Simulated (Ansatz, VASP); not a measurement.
TiO2: VASP beside Ansatz

```xyz
6
Lattice="4.5998 0.0000 0.0000 0.0000 4.5998 0.0000 0.0000 0.0000 2.9592" Properties=species:S:1:pos:R:3 pbc="T T T"
Ti    0.0000    0.0000    1.4796
Ti    2.2999    2.2999    0.0000
O     1.3998    1.3998    1.4796
O     0.9001    3.6997    0.0000
O     3.6997    0.9001    0.0000
O     3.2000    3.2000    1.4796
```

The cell is a database's computed one.

Alike in both runs: functional RPBE; k mesh 6 × 6 × 9; occupations fermi-dirac, width 0.05 eV; no spin polarisation.

```csv
,VASP,Ansatz
version,VASP 6.6.1,Ansatz 0.2.0
potentials or method,"VASP PAW PBE potentials, release 64 (Ti_sv, O)",Ansatz PAW
plane-wave cutoff (eV),520,420
valence electrons in the cell,48,48
task,single point,projected density of states
```

|  | VASP | Ansatz | Ansatz less VASP |
| --- | --- | --- | --- |
| gap on the k mesh at the Fermi level (eV) | 1.88 | 1.90 | +0.026 |
| least direct gap on the mesh (eV) | 1.88 | 1.90 | +0.026 |
| pressure (GPa) | 10.0 | 9.3 | -0.62 |
| largest component of the traceless stress (GPa) | 0.01 | 0.16 | +0.156 |
| rms of the force components (eV/Å) | 0.024 | 0.013 | -0.0110 |

Atom by atom the forces differ by 0.011 eV/Å (rms over components). With one functional, cell and mesh, what is left measures potentials, basis and numerics.

Caveats: the PAW data sets were made with another functional, which shifts forces and pressure a little (VASP); an odd mesh through Γ misses points on the zone boundary, where band edges often lie (VASP); odd divisions of the mesh miss points on the zone boundary, where band edges often lie, so the gap on the mesh can be too wide (Ansatz); the pressure holds a Pulay correction of +0.6 GPa for the finite cutoff (Ansatz); the PAW data sets come from PBE, with cores solved anew for the run's functional, which leaves a small shift of forces and pressure (Ansatz); the density of states is complete only up to the lowest level of the last band computed (Ansatz). As with any semilocal functional, this RPBE gap is likely too small.
